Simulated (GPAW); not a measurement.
# MgB2 (P6/mmm) in GPAW: atomic charges with LDA

Aim: the atomic charges of MgB2 with LDA.

Program: GPAW 26.7.0. These are calculated values, not measurements. Logs are shortened: lines on timing, memory, paths and dates and some standing lists are left out, and cuts for length are marked. The log counts tension as positive stress, the text compression.

## 1. The undisturbed crystal

Symmetry: P6/mmm, No. 191, hexagonal system. The conventional cell has a = 3.085 Å, b = 3.085 Å, c = 3.523 Å, α = 90.00°, β = 90.00°, γ = 120.00°. Mg (site symmetry 6/mmm) has 12 B at 2.51 Å as nearest neighbours. B (site symmetry -6m2) is surrounded by 3 B at 1.78 Å.

## 2. Atomic charges, LDA (cell strained at random at fixed volume)

run.py reads:

```python
import numpy as np
from ase.dft.bandgap import bandgap
from ase.io import read, write
from ase.units import Bohr, GPa
from gpaw import GPAW, PW
from gpaw.analyse.hirshfeld import HirshfeldPartitioning

atoms = read('POSCAR')

calc = GPAW(mode=PW(800),
            xc='LDA',
            kpts={'size': (10, 10, 8), 'gamma': True},
            occupations={'name': 'methfessel-paxton', 'order': 0, 'width': 0.01},
            nbands=17,
            convergence={'density': 1e-05, 'energy': 1e-05},
            maxiter=150,
            legacy_gpaw=True,
            txt='gpaw.txt')
atoms.calc = calc
energy = atoms.get_potential_energy()
forces = atoms.get_forces()
stress = atoms.get_stress()
calc.write('gs.gpw')
write('result.traj', atoms)
print(f'Energy: {energy:.6f} eV')
print('Forces (eV/A):')
print(forces.round(4))
print('Stress (GPa):', (stress / GPa).round(3))
print('Fermi level:', round(calc.get_fermi_level(), 4), 'eV')
print(f'Gap: {bandgap(calc)[0]:.4f} eV, direct: {bandgap(calc, direct=True)[0]:.4f} eV')

hirshfeld = HirshfeldPartitioning(calc)
print('Hirshfeld charges:', *np.round(hirshfeld.get_charges(), 4))
print('Hirshfeld volume ratios:', *np.round(hirshfeld.get_effective_volume_ratios(), 4))

# fields on the real-space grid
write('density.cube', atoms, data=calc.get_pseudo_density() * Bohr**3)
write('potential.cube', atoms, data=calc.get_electrostatic_potential())
```

POSCAR reads:

```
MgB2
1.0
    3.1039190000      0.0264540000      0.0465050000
   -1.5290500000      2.6124840000     -0.0091080000
    0.0531080000      0.0186520000      3.5639960000
Mg B
1 2
Direct
    0.0000000000      0.0000000000      0.0000000000
    0.6666666667      0.3333333333      0.5000000000
    0.3333333333      0.6666666667      0.5000000000
```

Potentials or basis: the program's PAW data sets (release 1.2.1) made for this functional, pw.

Run with:

```bash
$ OMP_NUM_THREADS=1 python run.py
```

gpaw.txt:

```text
___ ___ ___ _ _ _
 |   |   |_  | | | |
 | | | | | . | | | |
 |__ |  _|___|_____|  26.7.0
 |___|_|

Input parameters:
  convergence: {density: 1e-05,
                energy: 1e-05}
  kpts: {gamma: True,
         size: (10, 10, 8)}
  maxiter: 150
  mode: {ecut: 800.0,
         name: pw}
  nbands: 17
  occupations: {name: methfessel-paxton,
                order: 0,
                width: 0.01}

System changes: positions, numbers, cell, pbc, initial_charges, initial_magmoms

Initialize ...

species:
  Mg:
    name:    Magnesium
    Z:       12.0
    valence: 10
    core:    2
    charge:  0.0  # [|e|]
    compensation charges:
      type: gauss
      rc: 0.33  # [Å]
      lmax: 2
    cutoffs:
      filter: 1.86  # [Å]
      core: 0.54  # [Å]
    projectors
    | kind |    occ | energy [eV] | rcut [Å] |
    |------|--------|-------------|----------|
    |   2s |  2.000 |     -79.291 |    1.090 |
    |   3s |  2.000 |      -4.782 |    1.090 |
    |   2p |  6.000 |     -46.725 |    1.085 |
    |   3p |  0.000 |      -1.374 |    1.085 |
    |    d |        |       0.000 |    1.037 |

    Using partial waves for Mg as LCAO basis

  B:
    name:    Boron
    Z:       5.0
    valence: 3
    core:    2
    charge:  0.0  # [|e|]
    compensation charges:
      type: gauss
      rc: 0.20  # [Å]
      lmax: 2
    cutoffs:
      filter: 1.14  # [Å]
      core: 1.42  # [Å]
    projectors
    | kind |    occ | energy [eV] | rcut [Å] |
    |------|--------|-------------|----------|
    |   2s |  2.000 |      -9.383 |    0.635 |
    |   2p |  1.000 |      -3.714 |    0.635 |
    |    s |        |      17.828 |    0.635 |
    |    p |        |      23.498 |    0.635 |
    |    d |        |       0.000 |    0.635 |

    Using partial waves for B as LCAO basis

Reference energy: -6752.458585  # eV

Spin-paired calculation

Convergence criteria:
 Maximum [total energy] change in last 3 cyles: 1e-05 eV / valence electron
 Maximum integral of absolute [dens]ity change: 1e-05 electrons / valence electron
 Maximum integral of absolute [eigenst]ate change: 4e-08 eV^2 / valence electron
 Maximum number of scf [iter]ations: 150
 (Square brackets indicate name in SCF output, whereas a 'c' in
 the SCF output indicates the quantity has converged.)

Symmetries present (total): 2

  ( 1  0  0)  (-1  0  0)
  ( 0  1  0)  ( 0 -1  0)
  ( 0  0  1)  ( 0  0 -1)

800 k-points: 10 x 10 x 8 Monkhorst-Pack grid + [1/20,1/20,1/16]
404 k-points in the irreducible part of the Brillouin zone
       k-points in crystal coordinates                weights
   0:     0.00000000    0.00000000    0.00000000          1/800
   1:     0.00000000    0.00000000    0.12500000          2/800
   2:     0.00000000    0.00000000    0.25000000          2/800
   3:     0.00000000    0.00000000    0.37500000          2/800
   4:     0.00000000    0.00000000    0.50000000          1/800
   5:     0.00000000    0.10000000   -0.37500000          2/800
   6:     0.00000000    0.10000000   -0.25000000          2/800
   7:     0.00000000    0.10000000   -0.12500000          2/800
   8:     0.00000000    0.10000000    0.00000000          2/800
   9:     0.00000000    0.10000000    0.12500000          2/800
          ...
 403:     0.50000000    0.50000000    0.50000000          1/800

Wave functions: Plane wave expansion
  Cutoff energy: 800.000 eV
  Number of coefficients (min, max): 1471, 1510
  Pulay-stress correction: 0.000000 eV/Ang^3 (de/decut=0.000000)
  Using FFTW library
  ScaLapack parameters: grid=1x1, blocksize=None
  Wavefunction extrapolation:
    Improved wavefunction reuse through dual PAW basis

Occupation numbers: Methfessel-Paxton:
  width: 0.0100  # eV
  order: 0

Eigensolver
   Davidson(niter=2)

Densities:
  Coarse grid: 21*20*24 grid
  Fine grid: 42*40*48 grid
  Total Charge: 0.000000

Density mixing:
  Method: separate
  Backend: msr1
  Linear mixing parameter: 0.05
  old densities: 10
  Width of damping distribution: 1.1
  Damping of long wavelength oscillations: 20

Hamiltonian:
  XC and Coulomb potentials evaluated on a 42*40*48 grid
  Using the LDA Exchange-Correlation functional
  External potential:
    NoExternalPotential

Number of atoms: 3
Number of atomic orbitals: 16
Number of bands in calculation: 17
Number of valence electrons: 16
Bands to converge: occupied

... initialized

Initializing position-dependent things.

Density initialized from atomic densities
Creating initial wave functions:
  16 bands from LCAO basis set
  1 band from random numbers

         B  B

       Mg

Atomic positions and initial magnetic moments

Positions:
   0 Mg     0.000000    0.000000    0.000000    ( 0.0000,  0.0000,  0.0000)
   1 B      1.586150    0.897790    1.809965    ( 0.0000,  0.0000,  0.0000)
   2 B      0.041827    1.759800    1.791428    ( 0.0000,  0.0000,  0.0000)

Unit cell:
           periodic     x           y           z      points  spacing
  1. axis:    yes    3.103919    0.026454    0.046505    21     0.1282
  2. axis:    yes   -1.529050    2.612484   -0.009108    20     0.1313
  3. axis:    yes    0.053108    0.018652    3.563996    24     0.1484

  Lengths:   3.104380   3.027069   3.564440
  Angles:   90.344832  88.285434 119.850668

Effective grid spacing dv^(1/3) = 0.1423

iter:   1   -18.957662
iter:   2   -18.640655   -1.13  -0.93
iter:   3   -17.280169   -1.26  -0.97
iter:   4   -17.239769   -3.11  -1.64
iter:   5   -17.239713   -3.72  -1.97
iter:   6   -17.239385   -4.81  -2.66
iter:   7   -17.239317   -5.57  -3.12
iter:   8   -17.239313c  -6.85  -3.62
iter:   9   -17.239313c  -8.20c -4.38
iter:  10   -17.239313c  -8.80c -4.96
iter:  11   -17.239313c  -9.73c -5.09c

Converged after 11 iterations.

Dipole moment: (-0.000000, -0.000000, -0.000000) |e|*Ang

Energy contributions relative to reference atoms: (reference = -6752.458585)

Kinetic:         +9.904933
Potential:       -5.874184
External:        +0.000000
XC:             -21.196771
Entropy (-ST):   -0.000065
Local:           -0.073257
SIC:             +0.000000
--------------------------
Free energy:    -17.239346
Extrapolated:   -17.239313

Showing only first 2 kpts
 Kpt  Band  Eigenvalues  Occupancy
  0     6      7.34017    0.00000
  0     7      7.51078    0.00000
  0     8      8.36044    0.00000
  0     9     13.17248    0.00000

  1     6      7.38984    0.00000
  1     7      7.55641    0.00000
  1     8      9.60248    0.00000
  1     9     13.21819    0.00000

Fermi level: 7.01769

No gap
No difference between direct/indirect transitions

Forces in eV/Ang:
  0 Mg    0.00000    0.00000    0.00000
  1 B     0.03635    0.12657    0.00675
  2 B    -0.03635   -0.12657   -0.00675

Stress tensor:
     0.061236     0.019729     0.010717
     0.019729     0.012027     0.004163
     0.010717     0.004163     0.054567
Writing to gs.gpw (mode='')

Initializing position-dependent things.
```

Run time: 2.8 min. Hardware: 1 thread of Arm Neoverse V1, shared host; peak memory 0.5 GiB.

Results:

```
Free energy            : -17.2393 eV
Pressure               : -6.8 GPa
Largest force          : 0.132 eV/Å
Band gap on the k mesh : none (metal or under the smearing width)
Hirshfeld charges      : Mg +0.29; B -0.14 e
```

Forces on the atoms (eV/Å):
```
Mg   0.000  0.000  0.000
B    0.036  0.127  0.007
B   -0.036 -0.127 -0.007
```

Stress tensor (GPa, compression positive):
```
-9.81 -3.16 -1.72
-3.16 -1.93 -0.67
-1.72 -0.67 -8.74
```
